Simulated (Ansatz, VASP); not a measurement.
## Two plane-wave programs on Ni

```
CELL_PARAMETERS angstrom
-1.36501 1.36501 1.36501
1.36501 -1.36501 1.36501
1.36501 1.36501 -1.36501
ATOMIC_POSITIONS crystal
Ni 0.00000 0.00000 0.00000
```

This isn't the form of Ni at room conditions, which is fcc.

Alike in both runs: task single point; functional r2SCAN; k mesh 13 × 13 × 13; occupations fermi-dirac, width 0.05 eV; collinear spin.

```csv
,VASP,Ansatz
version,VASP 6.6.1,Ansatz 0.2.0
potentials or method,"VASP PAW PBE potentials, release 64 (Ni)",Ansatz PAW
plane-wave cutoff (eV),520,500
valence electrons in the cell,10,18
```

```csv
,VASP,Ansatz,Ansatz less VASP
gap on the k mesh at the Fermi level (eV),none,none,-
pressure (GPa),9.8,9.4,-0.36
net moment per atom (μB),0.64,0.65,+0.008
size of the moment on the site where the two differ most (μB),0.65,0.70,+0.050
```

Site moments also hang on the region over which each program counts them. A gap of «none» marks a metal or a gap that the smearing closes. With one functional, cell and mesh, what is left measures potentials, basis and numerics. The two sets of potentials don't hold the same shells in valence.

Caveats: the PAW data sets were made with another functional, which shifts forces and pressure a little (VASP); the magnetic or orbital state may not be the lowest (Ansatz); the PAW data sets come from PBE, with cores solved anew for the run's functional, which leaves a small shift of forces and pressure (Ansatz).
